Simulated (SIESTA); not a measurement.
# BP under changes of volume

One of the cells (11.682 Å³/atom); the others are scaled copies at fixed shape and fractional positions:

```
P B
1.0
     0.00000    2.26900    2.26900
     2.26900    0.00000    2.26900
     2.26900    2.26900    0.00000
P B
1 1
Direct
  0.75000 0.75000 0.75000
  0.00000 0.00000 0.00000
```

* Program: SIESTA 5.4.2
* Functional: PBE
* Potentials or basis: PseudoDojo 0.4 standard (PBE files)
* Basis: TZ (energy shift 0.002 Ry)
* Grid cutoff: 500 Ry
* Energy shift: 0.002 Ry
* k mesh: 10 × 10 × 10
* Occupations: fermi-dirac, width 0.05 eV
* Spin: no spin polarisation

```tsv
volume (Å³/atom)	energy over the lowest point (meV/atom)	pressure (GPa)	gap on the mesh (eV)
10.981	95.18	22.4	2.25
11.214	?	?	?
11.448	42.34	14.1	2.19
11.682	24.51	10.4	2.17
11.915	11.77	7.1	2.15
12.149	3.73	4.0	2.15
12.383	0.00	1.2	2.14
```

**Question.** What does the run at 11.214 Å³/atom give?

**Answer.** Energy over the lowest point 65.71 meV/atom; pressure 18.1 GPa; gap on the mesh 2.21 eV.

Worked out: A Birch-Murnaghan fit of order 3 (a polynomial in V^(-2/3)) to the other rows has its minimum at 12.48 Å³/atom, just outside them, with B0 = V·E''(V) = 140 GPa and B' = 3.5. It gives 65.80 meV/atom at 11.214 Å³/atom, against the run's 65.71, and -dE/dV = 18.1 GPa, against 18.1. A parabola through the other rows of the gap, of slope -1.45 eV per unit of ln V there, gives 2.22 eV, against the run's 2.21.

Energies are extrapolated to zero smearing.

Caveats: the basis has no polarisation orbitals; the basis of atomic orbitals isn't converged, which shifts pressures, moduli and gaps.

A mesh can miss the band edges.
